**Q:** I have the eighteen vibrational frequencies calculated for a crystal of layered MoTe₂, all at the zone centre, where every unit cell moves alike. I would have guessed a fairly even spread. Why do they come in clumps?

Harmonic phonons of MoTe₂ (P6₃/mmc, six-atom cell) from GPAW 26.7.0 with optB88-vdW, PAW data sets (gpaw-data 1.2.1), a 510 eV plane-wave cutoff, an 8×8×2 k mesh and 0.05 eV Fermi–Dirac smearing, without spin polarisation or spin–orbit coupling. Atoms were relaxed in a fixed cell, then displaced by 0.02 Å in that single cell; q row 1 is the zone centre.

```csv
row,phonon q row (row),phonon frequency (cm⁻¹)
1,1,0.00
2,1,0.00
3,1,0.00
4,1,27.60
5,1,27.60
6,1,44.90
7,1,113.00
8,1,113.00
9,1,115.40
10,1,115.40
11,1,166.00
12,1,172.20
13,1,227.30
14,1,227.30
15,1,227.40
16,1,227.40
17,1,276.20
18,1,281.30
```

**A:** Because the crystal is a stack of stiff sheets held together softly. The unit cell has six atoms, hence eighteen modes, but it contains two identical layers of three atoms each. A single layer has nine modes, and each appears twice: once with the two layers in step and once with them opposed. If the layers ignored each other, the two versions would have the same frequency. They nearly do, which is why the upper twelve rows form four tight groups, near 114, 169, 227 and 279 cm⁻¹.

**Q:** And the six lowest rows?

**A:** Those come from the three motions in which a layer shifts as a rigid body. With both layers in step, the whole crystal moves and the frequency is zero. With the layers opposed, it is almost only the gap between them that is deformed. Sliding can go in two equivalent directions and gives the pair at 27.6 cm⁻¹, while changing the width of the gap gives the single mode at 44.9 cm⁻¹.

**Q:** Are these two so low because whole layers are heavy, or because the gap is weak?

**A:** Mostly because the gap is weak. Compare sliding with the in-plane group near 227 cm⁻¹: the squared frequencies differ by a factor of about 70. The larger moving mass explains a factor of only 2.5, and the remaining factor of about 27 is the ratio of the springs. Across the gap there is mainly van der Waals attraction, which this functional includes, opposed by repulsion between Te atoms; within a layer there are Mo–Te bonds. The cell was held fixed while the atoms relaxed, so these gap springs belong to this particular cell.

**Q:** Inside a layer the bonds are all the same. Why are there four different frequencies, then?

**A:** Two things differ: whether the Mo atom takes part, and whether the motion runs along the layer or across it. Take Mo first. A layer is a plane of Mo between two planes of Te. If the Te planes move oppositely, their pulls on Mo cancel and Mo stays at rest. If they move together, Mo must recoil the other way, and the bonds are stretched much more for the same Te displacement.

Let k be the spring between a Te atom and the Mo plane, m the atomic masses and ω the angular frequency, which is proportional to the tabulated one:

Te planes opposed: ω² = k/m(Te)

Te planes together: ω² = (k/m(Te)) · (1 + 2m(Te)/m(Mo))

With masses of 127.6 and 95.95, the recoil raises the frequency by √(1 + 2 × 127.6/95.95) = 1.91. The lighter the middle atom is beside the outer ones, the wider this separation becomes.

**Q:** Does that work for the numbers in the table?

**A:** For in-plane motion it works well. I take the group at 227.3 cm⁻¹ as the one with recoil and let it set the spring. Dividing by 1.913 gives 118.8 cm⁻¹ for the group without recoil, and the calculation has 114.2 cm⁻¹, so the estimate is 4% too high. The in-plane modes can be recognised because they come in equal pairs, as the threefold axis demands; which pair has the recoil is an assignment that rests on this mechanical argument.

**Q:** What changes when the atoms move across the layer instead?

**A:** The slant of the bonds. A bond resists being stretched along its own line, so a steep bond is stiffer against vertical motion. Here each bond rises about 1.8 Å while reaching about 2.0 Å sideways. The sideways stiffness is also shared between two directions, so the vertical frequency should be higher by √2 × 1.8/2.0, or about 1.27. That puts the vertical mode with recoil at 289 cm⁻¹, again 4% above the calculated group.

**Q:** That leaves the group at 169. Does the same spring give it?

**A:** Less well: it gives 151 cm⁻¹, which is 11% below the calculated value. In this mode the two Te planes move vertically against each other, and it is the only one of the four motions that changes the thickness of the layer. It therefore squeezes pairs of Te atoms that sit directly above one another, a contact that the Mo–Te spring leaves out. I suspect that this contact supplies the extra stiffness, but resistance to bending the bond angles could do the same, and the frequencies cannot tell the two apart.

**Q:** You said the layers nearly ignore each other. Can the soft modes tell me how far each group should split?

**A:** Roughly, for the two lower groups. Suppose the gap spring joins the Te planes that face each other. It is idle when they move in step and stretched when they move oppositely, so it raises one version of each mode. With the spring strengths taken from rows 4 to 6, the group at 114 should split by 4.6 cm⁻¹ and the one at 169 by 8.2 cm⁻¹. The calculated splittings are 2.4 and 6.2 cm⁻¹: the estimates come in the right order but are too large, nearly twofold for the first group.

**Q:** Then the upper two groups should split as well.

**A:** They should split less, because Mo now carries most of the motion and the gap spring acts only on Te. For the group at 227 the estimate is 0.6 cm⁻¹, and the calculation shows no meaningful splitting; the 0.1 cm⁻¹ in the table comes from rounding. The group at 279 breaks the pattern. It should split by 1.4 cm⁻¹ and splits by 5.1 cm⁻¹, so something other than this simple spring must act there.

**Q:** Do you have a candidate?

**A:** An electric one, which remains untested. When Mo moves vertically against both Te planes, each layer acquires a vertical dipole, whose field opposes the motion and stiffens it. If the dipoles of the two layers alternate, each layer keeps its opposing field. If they are parallel, the calculation holds the average field at zero and part of this stiffening is lost, so the two versions move apart. How far depends on the size of the dipoles and on how well the crystal screens them, which these outputs do not give, so the effect may account for only part of the splitting. In-plane dipoles spread evenly over a layer create no such field, which fits the unsplit group at 227.

**Q:** Does that matter when I compare with a measured spectrum?

**A:** It does for the polar modes, which lie within rows 13 to 18. Their values here are the transverse ones; the longitudinal partners, in which the long-range field adds stiffness, lie higher. The nonpolar modes need no such correction, but like all the rows they carry the errors of the functional, of the fixed cell and of the harmonic, static lattice. The printed output below lists the one-spring estimates, with the 227 group as the reference, and the splittings expected from the gap springs.

Printed output of the fit:

```
Mean of rows 7 to 10 (1/cm): 114.2
Mean of rows 11 and 12 (1/cm): 169.1
Mean of rows 13 to 16 (1/cm): 227.3
Mean of rows 17 and 18 (1/cm): 278.8
Relaxed Mo-Te distance (angstrom): 2.733
Frequency factor from Mo recoil by masses alone: 1.913
Computed in-plane ratio of 227 group to 114 group: 1.991
Computed vertical ratio of 279 group to 169 group: 1.648
Frequency factor vertical to in-plane from bond slant: 1.273
Computed ratio of 279 group to 227 group: 1.226
One-spring prediction for 114 group (1/cm): 118.8
Miss of prediction for 114 group (percent): 4.065
One-spring prediction for 279 group (1/cm): 289.4
Miss of prediction for 279 group (percent): 3.805
One-spring prediction for 169 group (1/cm): 151.3
Miss of prediction for 169 group (percent): -10.55
In-plane spring within layer over spring across gap: 26.95
Vertical spring within layer over spring across gap: 15.31
Factor in squared frequency from heavier moving layers: 2.518
Splitting of 114 group predicted from gap spring (1/cm): 4.589
Splitting of 114 group computed (1/cm): 2.4
Splitting of 169 group predicted from gap spring (1/cm): 8.202
Splitting of 169 group computed (1/cm): 6.2
Splitting of 227 group predicted from gap spring (1/cm): 0.6299
Splitting of 227 group from unrounded outputs (1/cm): 0.01
Splitting of 279 group predicted from gap spring (1/cm): 1.36
Splitting of 279 group computed (1/cm): 5.1
```
